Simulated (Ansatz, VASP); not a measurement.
ZnO in VASP and in Ansatz

```xyz
4
Lattice="3.2795 0.0000 0.0000 -1.6397 2.8401 0.0000 0.0000 0.0000 5.2931" Properties=species:S:1:pos:R:3 pbc="T T T"
Zn    0.0000    1.8934    0.0080
Zn    1.6397    0.9467    2.6545
O     0.0000    1.8934    2.0146
O     1.6397    0.9467    4.6611
```

Alike in both runs: functional PBE; k mesh 12 × 12 × 6; occupations gaussian, width 0.02 eV; no spin polarisation.

Ansatz relaxed the structure, and its values are those at the end. VASP's run is a single point on that final structure, the one shown.

|  | VASP | Ansatz |
| --- | --- | --- |
| version | VASP 6.6.1 | Ansatz 0.2.0 |
| potentials or method | VASP PAW PBE potentials, release 64 (Zn, O) | scalar-relativistic, plane waves, PAW |
| plane-wave cutoff (eV) | 520 | 420 |
| valence electrons in the cell | 36 | 36 |

```tsv
	VASP	Ansatz	Ansatz less VASP
gap on the k mesh at the Fermi level (eV)	0.73	0.74	+0.016
least direct gap on the mesh (eV)	0.73	0.74	+0.016
pressure (GPa)	0.9	0.0	-0.89
```
